# The gap of GaP between squeezed and stretched

Squeeze gallium phosphide from 18.621 to 17.812 Å³ per atom and its computed band gap shrinks. Stretch it from 21.050 to 21.860 Å³ per atom and the gap shrinks again. Somewhere between, the trend must turn. What is the gap at the two volumes in the middle of the table, and is it direct there?

Zinc-blende GaP computed with Quantum ESPRESSO 7.5, using the PBEsol functional, scalar-relativistic PseudoDojo 0.4.1 standard pseudopotentials and no spin–orbit coupling. The plane-wave cutoff is 1088 eV, and both gaps are read from a Γ-centred 4 × 4 × 4 k mesh. The cells are uniformly scaled copies of one structure.

```
volume (Å³/atom)  shortest distance (Å)  gap on mesh (eV)  direct gap on mesh (eV)
          17.812                  2.262             1.226                    2.804
          18.621                  2.295             1.334                    2.428
          19.431                  2.328                 ?                        ?
          20.240                  2.360                 ?                        ?
          21.050                  2.391             1.419                    1.419
          21.860                  2.421             1.120                    1.120
```

The gap on mesh is the energy from the highest filled state to the lowest empty one, wherever on the mesh of electron wave vectors the two lie. The direct gap requires both states to have the same wave vector. The difference matters in a device, because a pure crystal generally emits light far more efficiently when its smallest gap is direct. In the two squeezed cells the columns differ by more than 1 eV, so the gap is indirect. In the two stretched cells they agree, so it is direct.

## Three valleys, one gap

The orbital energies of the same calculations show what changes. The highest filled state stays at the wave vector called Γ, where every cell of the crystal repeats the same wave. The lowest empty state moves. The conduction band has low points, or valleys, at Γ and near the zone-boundary points L and X, and the gap is set by whichever valley is lowest.

Take the squeezed row at 18.621 Å³ per atom. Measured from the highest filled state, X lies at 1.33 eV, L at 1.83 eV and Γ at 2.43 eV. X wins by a wide margin.

In the stretched row at 21.050 Å³ per atom the order is reversed. Γ has come down to 1.42 eV, L to 1.46 eV, and X has risen to 1.60 eV. The gaps of these two rows differ by less than 0.1 eV, yet they belong to different states. A curve drawn from one gap to the other would join two unrelated points.

## Why the valleys move differently

A stretched hydrogen molecule shows the main effect. Its antibonding orbital is high because the two atomic s orbitals meet with opposite signs. Pull the atoms apart, the coupling weakens, and the orbital drops towards the atomic level. The lowest empty state of GaP at Γ is of this kind: an s-like wave with opposite signs on Ga and P.

In the crystal each atom has four neighbours, and the wave vector decides whether their contributions add. At Γ all four push the state up. At L three push one way and one the other, which leaves half the net s–s coupling. At X two oppose two, and the s–s coupling cancels. As far as this coupling decides, expansion should lower Γ most, L less and X least.

The computed slopes follow that order. The highest filled state, from which all three valleys are measured, shifts as well, but it changes every slope by the same amount and so can't produce the differences. For each per cent of added volume, Γ falls by about 0.08 eV and L by about 0.03 eV, while X rises by about 0.02 eV. The steps from Γ to L and from L to X are nearly equal, as couplings of one, one half and zero would suggest if each shift were simply proportional to the coupling. But Ga and P have different s levels, which spoils that proportion, and the states at L and X are expected to contain p orbitals too, so the equality may be accidental.

The hydrogen picture stops short of explaining why X rises. The rise is measured from the highest filled state, so a shift of that state can contribute. It is also plausible that higher-lying d-like states mix into the X state and press it down, more strongly in a compressed crystal. The results at hand don't resolve the orbital make-up of the states, so this part rests on theory.

## A model for each valley

A small relative change of volume shifts a valley in proportion to that change. The constant of proportionality is called a deformation potential, here taken relative to the highest filled state. Adding up many small changes gives a logarithm of the volume. Because the cells span a wide range, a quadratic term lets the slope drift:

$$E(V)=E_0+a\,\ln\frac{V}{V_0}+b\left(\ln\frac{V}{V_0}\right)^2$$

Here $E$ is the valley energy above the highest filled state, $V$ is the volume per atom, and $V_0$ = 20.240 Å³ is merely a reference point. The constants $E_0$, $a$ and $b$ were found by least squares from the four known rows, separately for Γ and X. L is so nearly straight that a line in $\ln V$ through the rows at 18.621 and 21.050 Å³ per atom suffices. The forecast gap is the lowest of the three valleys.

The X valley at 20.240 Å³ per atom can be estimated by hand. On the logarithmic scale, this volume lies a fraction

$$\frac{\ln(20.240/18.621)}{\ln(21.050/18.621)}\approx 0.68$$

of the way from the squeezed row to the stretched one. A straight line then gives

$$1.334+0.68\times(1.597-1.334)\approx 1.513\ \text{eV}.$$

The fitted curve bends slightly and gives 1.518 eV.

At the same volume the model puts L at 1.58 eV and Γ at 1.74 eV. X is still the lowest valley, but its lead over L has shrunk to about 0.06 eV.

The forecasts are:

- **19.431 Å³ per atom:** gap 1.43 ± 0.01 eV, at X; direct gap 2.07 ± 0.01 eV.
- **20.240 Å³ per atom:** gap 1.52 ± 0.01 eV, at X; direct gap 1.74 ± 0.01 eV.

The error bar is a judgement. Replacing the curves by straight lines between the nearest known rows shifts these forecasts by at most 0.006 eV, and the bar is somewhat wider than that. It covers the interpolation only, not the error of the density functional.

There is a simpler recipe: forget the valleys and fit one parabola in $\ln V$ to the four known gaps. It gives 1.48 eV at the smaller volume and 1.46 eV at the larger. The two recipes disagree even on direction, since the valleys make the gap rise between these volumes and the parabola makes it fall.

## The computed values

The withheld rows as computed:

```
volume (Å³/atom)  shortest distance (Å)  gap on mesh (eV)  direct gap on mesh (eV)
          19.431                  2.328             1.431                    2.072
          20.240                  2.360             1.519                    1.736
```

The gap rises, by 0.088 eV. Before rounding, all four valley forecasts fall within 0.001 eV of the computed values, well inside their bars. The bar was too cautious because the bending of each valley, which it was meant to cover, was already well captured by the quadratic term. Neither row took part in the fit, but both lie between rows that did, so this is a test of interpolation and not of how far the curves can be extended.

The parabola is too high by about 0.05 eV at 19.431 Å³ per atom and too low by about 0.06 eV at 20.240. It fails for a plain reason. The lowest of several smooth curves has a kink wherever one valley takes over from another, and a parabola has to round that kink off. Here it runs too low in the rows next to the kink, at 20.240 and 21.050 Å³ per atom, and too high in the next row out on either side.

In both rows the gap is smaller than the direct gap, so it is certainly indirect; at 20.240 Å³ per atom the difference is 0.217 eV. The table doesn't name the valley, but the orbital energies of these two runs do: the lowest empty state lies at X in both. At 20.240 Å³ per atom L is only 0.06 eV higher, as forecast. This volume is close to that of ordinary GaP, which is indeed an indirect semiconductor; in this table the smallest gap is direct only in the stretched crystals.

## Where the gap turns

The turning point lies between 20.240 and 21.050 Å³ per atom, where there is no calculation. Straight lines in $\ln V$ from the forecast valley energies at the first volume to the known ones at the second give an estimate. X and L cross near 20.5 Å³ per atom, and L and Γ near 20.9. The gap would peak at the first crossing, and for a short stretch L would be the lowest valley.

That short stretch is fragile. PBEsol makes gaps too small, and not by the same amount in each valley. The slopes of Γ and L differ by about 5.2 eV per unit of $\ln V$. If their relative height were wrong by 0.1 eV, an amount chosen only for illustration, the crossing would move by $0.1/5.2\approx0.02$, or 2% in volume. This is about the width of the whole L range, so a better method could widen it or remove it.

The mesh adds an error of its own. The true minimum of the X valley in GaP lies slightly away from X itself, where the mesh has no point. The computed indirect gaps are therefore somewhat too large, by an amount that these runs don't show, and X may keep its lead to a somewhat larger volume than estimated here. The direct gaps at Γ are unaffected.

## What to do about it

When a gap is needed as a function of volume, store the band energies at Γ, L and X for each cell, not only the gap. Fit each valley on its own and take the lowest at the end. Four volumes were enough here to interpolate two more, although the gap itself had changed character between them.

If the valley energies are not available, compare the gap with the direct gap before drawing a curve. When the two agree in some cells and differ in others, a band edge has moved to another wave vector, and one smooth curve should not cross that boundary. If the two differ throughout a series, the comparison is less conclusive, because a change from X to L leaves the gap indirect on both sides.

For a decision that depends on whether the material is direct, interpolation near a crossing is not enough. Calculate several volumes there with a finer mesh and a method that places the valleys more reliably. A film strained by its substrate needs its own calculation as well: its cell changes shape and not just volume, and this can split X valleys that are equivalent in the cubic crystal.

The sign of the effect can be read from the lowest empty state. While that state is at X, expansion widens the gap slowly. Once it is at Γ, expansion narrows the gap more than three times as fast.
